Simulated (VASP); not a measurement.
# CaO (Lime) (Fm-3m) in VASP: settings compared

Aim: see how the results for CaO (Lime) move with the level of theory and the settings. Levels: PBE, LDA, r2SCAN, TB-mBJ. Tasks: band structure.

Everything below comes from runs of VASP 6.6.1. Logs are shortened: lines on timing, memory, paths and dates and some standing lists are left out, and cuts for length are marked.

## Step 1: The structure

Symmetry: Fm-3m, No. 225, cubic system. The conventional cell has a = 4.775 Å, b = 4.775 Å, c = 4.775 Å, α = 90.00°, β = 90.00°, γ = 90.00°. Ca (site symmetry m-3m) is surrounded by 6 O at 2.39 Å. O (site symmetry m-3m) is surrounded by 6 Ca at 2.39 Å.

## Step 2: Band structure, PBE

File INCAR:

```
SYSTEM = CaO
PREC = Accurate ; ENCUT = 520
EDIFF = 1E-6 ; ISMEAR = 0
SIGMA = 0.03 ; LREAL = .False.
LASPH = .True. ; NELM = 80
ALGO = Normal ; ISIF = 2
LWAVE = .False. ; LCHARG = .False.
GGA = PE
```

File KPOINTS:

```
Automatic mesh
0
Gamma
  10 10 10
  0 0 0
```

File POSCAR:

```
CaO                                     
1.0
    0.0000000000      2.3873311535      2.3873311535
    2.3873311535      0.0000000000      2.3873311535
    2.3873311535      2.3873311535      0.0000000000
  Ca              O             
     1     1
Direct
     0.0000000000000000    0.0000000000000000    0.0000000000000000
     0.5000000000000000    0.5000000000000000    0.5000000000000000
```

File KPOINTS_OPT:

```
explicit points
302
Reciprocal
 0.0000000000  0.0000000000  0.0000000000 1
 0.0263157895  0.0000000000  0.0263157895 1
 0.0526315789  0.0000000000  0.0526315789 1
 0.0789473684  0.0000000000  0.0789473684 1
 0.1052631579  0.0000000000  0.1052631579 1
 0.1315789474  0.0000000000  0.1315789474 1
[... 294 lines left out ...]
 0.4905210800  0.0094789200  0.5000000000 1
 0.5094789200 -0.0094789200  0.5000000000 1
```

Potentials or basis: VASP PAW PBE potentials, release 64 (Ca_sv, O).

On the command line:

```sh
cat potpaw_PBE.64/Ca_sv/POTCAR potpaw_PBE.64/O/POTCAR > POTCAR
mpirun -np 1 vasp_std > vasp.out
```

OUTCAR:

```text
SYSTEM = CaO
   PREC = Accurate
   ENCUT = 520
   EDIFF = 1E-6
   ISMEAR = 0
   LREAL = .False.
   LASPH = .True.
   NELM = 80
   ISIF = 2
   GGA = PE

 ion  position               nearest neighbor table
   1  0.000  0.000  0.000-   2 2.39   2 2.39   2 2.39   2 2.39   2 2.39   2 2.39
   2  0.500  0.500  0.500-   1 2.39   1 2.39   1 2.39   1 2.39   1 2.39   1 2.39

  LATTYP: Found a face centered cubic cell.
 ALAT       =     4.7746623070

  Lattice vectors:

 A1 = (   0.0000000000,   2.3873311535,   2.3873311535)
 A2 = (   2.3873311535,   0.0000000000,   2.3873311535)
 A3 = (   2.3873311535,   2.3873311535,   0.0000000000)

Analysis of symmetry for initial positions (statically):
=====================================================================
 Subroutine PRICEL returns:
 Original cell was already a primitive cell.

 Routine SETGRP: Setting up the symmetry group for a
 face centered cubic supercell.

 Subroutine GETGRP returns: Found 48 space group operations
 (whereof 48 operations were pure point group operations)
 out of a pool of 48 trial point group operations.

The static configuration has the point symmetry O_h .

Analysis of symmetry for dynamics (positions and initial velocities):
=====================================================================
 Subroutine PRICEL returns:
 Original cell was already a primitive cell.

 Routine SETGRP: Setting up the symmetry group for a
 face centered cubic supercell.

 Subroutine GETGRP returns: Found 48 space group operations
 (whereof 48 operations were pure point group operations)
 out of a pool of 48 trial point group operations.

The dynamic configuration has the point symmetry O_h .

 Subroutine INISYM returns: Found 48 space group operations
 (whereof 48 operations are pure point group operations),
 and found     1 'primitive' translations

----------------------------------------------------------------------------------------

                                     Primitive cell

  volume of cell :      27.2125

  direct lattice vectors                    reciprocal lattice vectors
     0.000000000  2.387331153  2.387331153    -0.209438896  0.209438896  0.209438896
     2.387331153  0.000000000  2.387331153     0.209438896 -0.209438896  0.209438896
     2.387331153  2.387331153  0.000000000     0.209438896  0.209438896 -0.209438896

  length of vectors
     3.376196095  3.376196095  3.376196095     0.362758808  0.362758808  0.362758808

  position of ions in fractional coordinates (direct lattice)
     0.000000000  0.000000000  0.000000000
     0.500000000  0.500000000  0.500000000

  ion indices of the primitive-cell ions
   primitive index   ion index
                 1           1
                 2           2

----------------------------------------------------------------------------------------

 KPOINTS: Automatic mesh

Automatic generation of k-mesh.
 Grid dimensions read from file:
 generate k-points for:   10   10   10

 Generating k-lattice:

  Cartesian coordinates                     Fractional coordinates (reciprocal lattice)
    -0.020943890  0.020943890  0.020943890     0.100000000  0.000000000  0.000000000
     0.020943890 -0.020943890  0.020943890     0.000000000  0.100000000  0.000000000
     0.020943890  0.020943890 -0.020943890     0.000000000  0.000000000  0.100000000

  Length of vectors
     0.036275881  0.036275881  0.036275881

  Shift w.r.t. Gamma in fractional coordinates (k-lattice)
     0.000000000  0.000000000  0.000000000

 Subroutine IBZKPT returns following result:
 ===========================================

 Found     47 irreducible k-points:

 Following reciprocal coordinates:
            Coordinates               Weight
  0.000000  0.000000  0.000000      1.000000
  0.100000  0.000000  0.000000      8.000000
  0.200000  0.000000  0.000000      8.000000
  0.300000  0.000000  0.000000      8.000000
  0.400000  0.000000  0.000000      8.000000
  0.500000  0.000000  0.000000      4.000000
[... 16 lines left out ...]
  0.300000  0.300000  0.000000      6.000000
[... 41 lines left out ...]
  ---------------------------------------------------
  free energy    TOTEN  =       -12.78890533 eV

  energy without entropy =      -12.78890533  energy(sigma->0) =      -12.78890533

 E-fermi :   2.5942     XC(G=0): -10.5729

 val. band max:        2.4637289394   @ k =   0.0000   0.0000   0.0000
 cond. band min:       6.0926691637   @ k =   0.5000   0.5000   0.0000
 fundamental gap:      3.6289402244
 Fermi energy:         2.5941514506

 k-point     1 :       0.0000    0.0000    0.0000
  band No.  band energies     occupation
      1     -35.0921      2.00000
      2     -15.8410      2.00000
      3     -15.8410      2.00000
      4     -15.8410      2.00000
      5     -13.1075      2.00000
      6       2.4637      2.00000
      7       2.4637      2.00000
      8       2.4637      2.00000
      9       7.3400      0.00000
     10       8.7379      0.00000
     11       8.7379      0.00000
     12       8.7379      0.00000

 k-point     2 :       0.1000    0.0000    0.0000
  band No.  band energies     occupation
      1     -35.0815      2.00000
      2     -15.9977      2.00000
      3     -15.8464      2.00000
      4     -15.8464      2.00000
      5     -12.9445      2.00000
      6       2.0992      2.00000
      7       2.3194      2.00000
      8       2.3194      2.00000
      9       7.7999      0.00000
     10       8.7056      0.00000
     11       8.9133      0.00000
     12       8.9133      0.00000

 k-point     3 :       0.2000    0.0000    0.0000
  band No.  band energies     occupation
      1     -35.0535      2.00000
      2     -16.3469      2.00000
      3     -15.8607      2.00000
      4     -15.8607      2.00000
      5     -12.5782      2.00000
      6       1.3167      2.00000
      7       1.9737      2.00000
      8       1.9737      2.00000
      9       8.6557      0.00000
     10       8.9322      0.00000
     11       9.3978      0.00000
     12       9.3978      0.00000
[... 286 lines left out ...]
 k-point    23 :       0.3000    0.3000    0.0000
  band No.  band energies     occupation
      1     -34.9961      2.00000
      2     -16.4744      2.00000
      3     -16.0005      2.00000
      4     -16.0005      2.00000
      5     -12.5501      2.00000
      6       0.6997      2.00000
      7       2.1216      2.00000
      8       2.1216      2.00000
      9       6.8098      0.00000
     10       9.6884      0.00000
     11      11.0214      0.00000
     12      11.1467      0.00000

 k-point    24 :       0.4000    0.3000    0.0000
  band No.  band energies     occupation
      1     -34.9743      2.00000
      2     -16.5386      2.00000
      3     -16.0542      2.00000
      4     -16.0248      2.00000
      5     -12.5572      2.00000
      6       0.7712      2.00000
      7       1.9055      2.00000
      8       2.0069      2.00000
      9       6.7773      0.00000
     10      10.2640      0.00000
     11      11.3539      0.00000
     12      11.4489      0.00000

 [... further k-points ...]

------------------------ aborting loop because EDIFF is reached ----------------------------------------

  FORCE on cell =-STRESS in cart. coord.  units (eV):
  Direction    XX          YY          ZZ          XY          YZ          ZX
  --------------------------------------------------------------------------------------
  -------------------------------------------------------------------------------------
  Total        0.7864450      0.7864450      0.7864450      0.0000000     -0.0000000     -0.0000000
  in kB       46.3031917     46.3031917     46.3031917      0.0000000     -0.0000000     -0.0000000
  external PRESSURE =      46.3031917 kB  Pullay stress =       0.0000000 kB

 VOLUME and BASIS-vectors are now :
 -----------------------------------------------------------------------------
  energy-cutoff  :      520.00
  volume of cell :       27.21
      direct lattice vectors                 reciprocal lattice vectors
     0.000000000  2.387331153  2.387331153    -0.209438896  0.209438896  0.209438896
     2.387331153  0.000000000  2.387331153     0.209438896 -0.209438896  0.209438896
     2.387331153  2.387331153  0.000000000     0.209438896  0.209438896 -0.209438896

 POSITION                                       TOTAL-FORCE (eV/Angst)
 -----------------------------------------------------------------------------------
      0.00000      0.00000      0.00000         0.000000      0.000000      0.000000
      2.38733      2.38733      2.38733        -0.000000     -0.000000     -0.000000
 -----------------------------------------------------------------------------------
    total drift:                                0.000000      0.000000      0.000000

  FREE ENERGIE OF THE ION-ELECTRON SYSTEM (eV)
  ---------------------------------------------------
  free  energy   TOTEN  =       -12.7889053295 eV

  energy  without entropy=      -12.7889053295  energy(sigma->0) =      -12.78890533
```

Wall time 38 s (1 thread of Intel Xeon 6975P-C (Granite Rapids), shared host); peak memory 0.17 GiB.

What came out:

* Free energy: -12.7889 eV
* Pressure: 4.6 GPa
* Band gap on the k mesh: 3.63 eV, indirect (least direct gap 4.00 eV)
* Band gap along the path: 3.63 eV, indirect (least direct gap 4.00 eV)

Levels at the corners of the path, in eV from the valence-band top:
| point | band 4 | band 5 | band 6 | band 7 | band 8 | band 9 | band 10 | band 11 | band 12 |
| --- | --- | --- | --- | --- | --- | --- | --- | --- | --- |
| Γ | -18.30 | -15.57 | 0.00 | 0.00 | 0.00 | 4.88 | 6.27 | 6.27 | 6.27 |
| X | -18.55 | -15.33 | -1.29 | -0.37 | -0.37 | 3.63 | 8.19 | 9.01 | 9.67 |
| X | -18.55 | -15.33 | -1.29 | -0.37 | -0.37 | 3.63 | 8.19 | 9.01 | 9.67 |
| W | -18.75 | -14.90 | -1.32 | -1.06 | -1.06 | 6.38 | 6.38 | 8.53 | 9.68 |
| W | -18.75 | -14.90 | -1.32 | -1.06 | -1.06 | 6.38 | 6.38 | 8.53 | 9.68 |
| K | -18.48 | -14.93 | -1.36 | -1.21 | -0.80 | 5.17 | 8.10 | 8.71 | 9.17 |
| K | -18.48 | -14.93 | -1.36 | -1.21 | -0.80 | 5.17 | 8.10 | 8.71 | 9.17 |
| Γ | -18.30 | -15.57 | 0.00 | 0.00 | 0.00 | 4.88 | 6.27 | 6.27 | 6.27 |
| Γ | -18.30 | -15.57 | 0.00 | 0.00 | 0.00 | 4.88 | 6.27 | 6.27 | 6.27 |
| L | -18.36 | -14.29 | -2.69 | -1.24 | -1.24 | 7.14 | 8.46 | 8.46 | 8.66 |
| L | -18.36 | -14.29 | -2.69 | -1.24 | -1.24 | 7.14 | 8.46 | 8.46 | 8.66 |
| U | -18.48 | -14.93 | -1.36 | -1.21 | -0.80 | 5.17 | 8.10 | 8.71 | 9.17 |
| U | -18.48 | -14.93 | -1.36 | -1.21 | -0.80 | 5.17 | 8.10 | 8.71 | 9.17 |
| W | -18.75 | -14.90 | -1.32 | -1.06 | -1.06 | 6.38 | 6.38 | 8.53 | 9.68 |
| W | -18.75 | -14.90 | -1.32 | -1.06 | -1.06 | 6.38 | 6.38 | 8.53 | 9.68 |
| L | -18.36 | -14.29 | -2.69 | -1.24 | -1.24 | 7.14 | 8.46 | 8.46 | 8.66 |
| L | -18.36 | -14.29 | -2.69 | -1.24 | -1.24 | 7.14 | 8.46 | 8.46 | 8.66 |
| K | -18.48 | -14.93 | -1.36 | -1.21 | -0.80 | 5.17 | 8.10 | 8.71 | 9.17 |
| U | -18.48 | -14.93 | -1.36 | -1.21 | -0.80 | 5.17 | 8.10 | 8.71 | 9.17 |
| X | -18.55 | -15.33 | -1.29 | -0.37 | -0.37 | 3.63 | 8.19 | 9.01 | 9.67 |

## Step 3: Band structure, LDA

Changes to INCAR since step 2:

```diff
@@ -7,2 +7,2 @@
 LWAVE = .False. ; LCHARG = .False.
-GGA = PE
+GGA = CA
```

KPOINTS is that of step 2.

POSCAR is that of step 2.

KPOINTS_OPT is that of step 2.

Potentials or basis: VASP PAW LDA potentials, release 64 (Ca_sv, O).

On the command line:

```sh
cat potpaw_LDA.64/Ca_sv/POTCAR potpaw_LDA.64/O/POTCAR > POTCAR
mpirun -np 1 vasp_std > vasp.out
```

It took 49 s on 1 thread of Intel Xeon 6975P-C (Granite Rapids), shared host; peak memory 0.16 GiB.

The run converged. Its results:

| Quantity | Value |
| --- | --- |
| Free energy | -14.2097 eV |
| Pressure | -4.2 GPa |
| Band gap on the k mesh | 3.45 eV, indirect (least direct gap 3.82 eV) |
| Band gap along the path | 3.45 eV, indirect (least direct gap 3.82 eV) |

Levels at the corners of the path, in eV from the valence-band top:
```csv
point,band 6,band 7,band 8,band 9,band 10,band 11
Γ,0.00,0.00,0.00,4.72,6.15,6.15
X,-1.30,-0.37,-0.37,3.45,8.16,8.99
X,-1.30,-0.37,-0.37,3.45,8.16,8.99
W,-1.35,-1.08,-1.08,6.25,6.25,8.51
W,-1.35,-1.08,-1.08,6.25,6.25,8.51
K,-1.39,-1.22,-0.81,5.02,8.01,8.70
K,-1.39,-1.22,-0.81,5.02,8.01,8.70
Γ,0.00,0.00,0.00,4.72,6.15,6.15
Γ,0.00,0.00,0.00,4.72,6.15,6.15
L,-2.76,-1.27,-1.27,7.05,8.41,8.41
L,-2.76,-1.27,-1.27,7.05,8.41,8.41
U,-1.39,-1.22,-0.81,5.02,8.01,8.70
U,-1.39,-1.22,-0.81,5.02,8.01,8.70
W,-1.35,-1.08,-1.08,6.25,6.25,8.51
W,-1.35,-1.08,-1.08,6.25,6.25,8.51
L,-2.76,-1.27,-1.27,7.05,8.41,8.41
L,-2.76,-1.27,-1.27,7.05,8.41,8.41
K,-1.39,-1.22,-0.81,5.02,8.01,8.70
U,-1.39,-1.22,-0.81,5.02,8.01,8.70
X,-1.30,-0.37,-0.37,3.45,8.16,8.99
```

Expect the measured gap to be larger: semilocal functionals such as LDA lack the derivative discontinuity.

## Step 4: Band structure, r2SCAN

Changes to INCAR since step 3:

```diff
@@ -7,2 +7,2 @@
 LWAVE = .False. ; LCHARG = .False.
-GGA = CA
+METAGGA = R2SCAN ; LMIXTAU = .True.
```

KPOINTS is that of step 3.

POSCAR is that of step 3.

KPOINTS_OPT is that of step 3.

Potentials or basis: VASP PAW PBE potentials, release 64 (Ca_sv, O).

On the command line:

```sh
cat potpaw_PBE.64/Ca_sv/POTCAR potpaw_PBE.64/O/POTCAR > POTCAR
mpirun -np 1 vasp_std > vasp.out
```

It took 3.1 min on 1 thread of Intel Xeon 6975P-C (Granite Rapids), shared host; peak memory 0.18 GiB.

It converged, with:

* Free energy: -19.4486 eV
* Pressure: 2.6 GPa
* Band gap on the k mesh: 4.18 eV, indirect (least direct gap 4.55 eV)
* Band gap along the path: 4.18 eV, indirect (least direct gap 4.55 eV)

Levels at the corners of the path, in eV from the valence-band top:
```csv
point,band 4,band 5,band 6,band 7,band 8,band 9,band 10,band 11,band 12
Γ,-18.85,-16.51,0.00,0.00,0.00,5.60,6.90,6.90,6.90
X,-19.09,-16.29,-1.28,-0.37,-0.37,4.18,8.91,9.75,10.37
X,-19.09,-16.29,-1.28,-0.37,-0.37,4.18,8.91,9.75,10.37
W,-19.29,-15.81,-1.31,-1.04,-1.04,6.99,6.99,9.24,10.38
W,-19.29,-15.81,-1.31,-1.04,-1.04,6.99,6.99,9.24,10.38
K,-19.02,-15.83,-1.34,-1.19,-0.80,5.75,8.78,9.43,9.86
K,-19.02,-15.83,-1.34,-1.19,-0.80,5.75,8.78,9.43,9.86
Γ,-18.85,-16.51,0.00,0.00,0.00,5.60,6.90,6.90,6.90
Γ,-18.85,-16.51,0.00,0.00,0.00,5.60,6.90,6.90,6.90
L,-18.90,-15.14,-2.65,-1.24,-1.24,7.79,9.16,9.16,9.37
L,-18.90,-15.14,-2.65,-1.24,-1.24,7.79,9.16,9.16,9.37
U,-19.02,-15.83,-1.34,-1.19,-0.80,5.75,8.78,9.43,9.86
U,-19.02,-15.83,-1.34,-1.19,-0.80,5.75,8.78,9.43,9.86
W,-19.29,-15.81,-1.31,-1.04,-1.04,6.99,6.99,9.24,10.38
W,-19.29,-15.81,-1.31,-1.04,-1.04,6.99,6.99,9.24,10.38
L,-18.90,-15.14,-2.65,-1.24,-1.24,7.79,9.16,9.16,9.37
L,-18.90,-15.14,-2.65,-1.24,-1.24,7.79,9.16,9.16,9.37
K,-19.02,-15.83,-1.34,-1.19,-0.80,5.75,8.78,9.43,9.86
U,-19.02,-15.83,-1.34,-1.19,-0.80,5.75,8.78,9.43,9.86
X,-19.09,-16.29,-1.28,-0.37,-0.37,4.18,8.91,9.75,10.37
```

Caveat: the PAW data sets were made with another functional, which shifts forces and pressure a little.

## Step 5: Band structure, TB-mBJ

POSCAR is that of step 4.

File INCAR.step1:

```
SYSTEM = CaO
PREC = Accurate ; ENCUT = 520
EDIFF = 1E-5 ; ISMEAR = 0
SIGMA = 0.03 ; LREAL = .False.
LASPH = .True. ; NELM = 80
ALGO = Normal ; ISIF = 2
LWAVE = .True. ; LCHARG = .False.
GGA = PE
```

File INCAR.step2:

```
SYSTEM = CaO
PREC = Accurate ; ENCUT = 520
EDIFF = 1E-6 ; ISMEAR = 0
SIGMA = 0.03 ; LREAL = .False.
LASPH = .True. ; NELM = 80
ALGO = Normal ; ISIF = 2
LWAVE = .False. ; LCHARG = .False.
METAGGA = MBJ ; ISTART = 1
```

KPOINTS is that of step 4.

KPOINTS_OPT is that of step 4.

On the command line:

```sh
cat potpaw_PBE.64/Ca_sv/POTCAR potpaw_PBE.64/O/POTCAR > POTCAR
cp INCAR.step1 INCAR
mpirun -np 1 vasp_std > vasp.out
cp INCAR.step2 INCAR
mpirun -np 1 vasp_std > vasp.out
```

It took 2.1 min on 1 thread of Intel Xeon 6975P-C (Granite Rapids), shared host; peak memory 0.18 GiB.

The run converged. Its results:

- Band gap on the k mesh: 5.28 eV, indirect (least direct gap 5.58 eV)
- Band gap along the path: 5.28 eV, indirect (least direct gap 5.58 eV)

Levels at the corners of the path, in eV from the valence-band top:
```tsv
point	band 4	band 5	band 6	band 7	band 8	band 9	band 10	band 11	band 12
Γ	-18.77	-16.73	0.00	0.00	0.00	7.21	7.33	7.33	7.33
X	-18.97	-16.60	-1.00	-0.30	-0.30	5.28	8.67	9.13	10.10
X	-18.97	-16.60	-1.00	-0.30	-0.30	5.28	8.67	9.13	10.10
W	-19.13	-16.15	-1.16	-0.79	-0.79	7.63	7.63	8.84	10.10
W	-19.13	-16.15	-1.16	-0.79	-0.79	7.63	7.63	8.84	10.10
K	-18.91	-16.17	-1.07	-0.92	-0.71	6.59	9.07	9.12	9.72
K	-18.91	-16.17	-1.07	-0.92	-0.71	6.59	9.07	9.12	9.72
Γ	-18.77	-16.73	0.00	0.00	0.00	7.21	7.33	7.33	7.33
Γ	-18.77	-16.73	0.00	0.00	0.00	7.21	7.33	7.33	7.33
L	-18.81	-15.53	-2.10	-1.12	-1.12	8.26	9.16	9.16	10.75
L	-18.81	-15.53	-2.10	-1.12	-1.12	8.26	9.16	9.16	10.75
U	-18.91	-16.17	-1.07	-0.92	-0.71	6.59	9.07	9.12	9.72
U	-18.91	-16.17	-1.07	-0.92	-0.71	6.59	9.07	9.12	9.72
W	-19.13	-16.15	-1.16	-0.79	-0.79	7.63	7.63	8.84	10.10
W	-19.13	-16.15	-1.16	-0.79	-0.79	7.63	7.63	8.84	10.11
L	-18.81	-15.53	-2.10	-1.12	-1.12	8.26	9.16	9.16	10.75
L	-18.81	-15.53	-2.10	-1.12	-1.12	8.26	9.16	9.16	10.75
K	-18.91	-16.17	-1.07	-0.92	-0.71	6.59	9.07	9.12	9.72
U	-18.91	-16.17	-1.07	-0.92	-0.71	6.59	9.07	9.12	9.72
X	-18.97	-16.60	-1.00	-0.30	-0.30	5.28	8.67	9.13	10.10
```

Caveat: the PAW data sets were made with another functional, which shifts forces and pressure a little.

## Step 6: Overview

| level | potentials or basis | gap on the mesh (eV) | pressure (GPa) |
| --- | --- | --- | --- |
| PBE | VASP PAW PBE potentials, release 64 (Ca_sv, O) | 3.63 | 4.6 |
| LDA | VASP PAW LDA potentials, release 64 (Ca_sv, O) | 3.45 | -4.2 |
| r2SCAN | VASP PAW PBE potentials, release 64 (Ca_sv, O) | 4.18 | 2.6 |
| TB-mBJ | VASP PAW PBE potentials, release 64 (Ca_sv, O) | 5.28 | - |

Alike in all rows: task band structure; no spin polarisation; cell as given; k mesh 10 × 10 × 10; cutoff (eV) 520; smearing gaussian 0.03 eV.

Caveats: the PAW data sets were made with another functional, which shifts forces and pressure a little (some runs).

Total energies depend on the potentials used, so only differences within one code and one set of settings carry meaning.
